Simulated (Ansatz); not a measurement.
What uniaxial stress, 3 GPa compression along z does to InN

Base system: InN in the zinc blende structure (space group F-43m, No. 216; a = 4.9992 Å). Axes: x, y, z lie along the cube axes.

The change: uniaxial stress, 3 GPa compression along z, with the cell and atoms free to relax against it.

Level of theory: r2SCAN (Ansatz, a quantum-chemistry and plane-wave program), no spin-orbit coupling. k-mesh 11×11×11 (Γ-centred); smearing 0.05 eV (Fermi–Dirac).

The volume per atom drops by 0.14 Å³ (15.62 Å³ → 15.48 Å³) and the energy grows by 7.0 meV/atom. The band gap remains zero and the strain response (xx, yy, zz) amounts to (+1.83, +1.83, −4.42) % (rough).

Final structure:

```xyz
2
Lattice="0.0000 2.5453 2.3891 2.5453 0.0000 2.3891 2.5453 2.5453 0.0000" Properties=species:S:1:pos:R:3 pbc="T T T"
N      3.8179     3.8179     3.5836
In     0.0000     0.0000     0.0000
```

Without a gap, meshes like the base's 11×11×11 leave anisotropic stresses uncertain by several tenths of a GPa, and small strain energies with them. Stability under load was not tested beyond the relaxation. The final runs are not spin-polarised. Gaps under 0.05 eV, about the width of the smearing, are given as zero. This is not the structure that InN has at room temperature and ambient pressure. A zero or small gap of InN can be the functional's error rather than a property of the material.
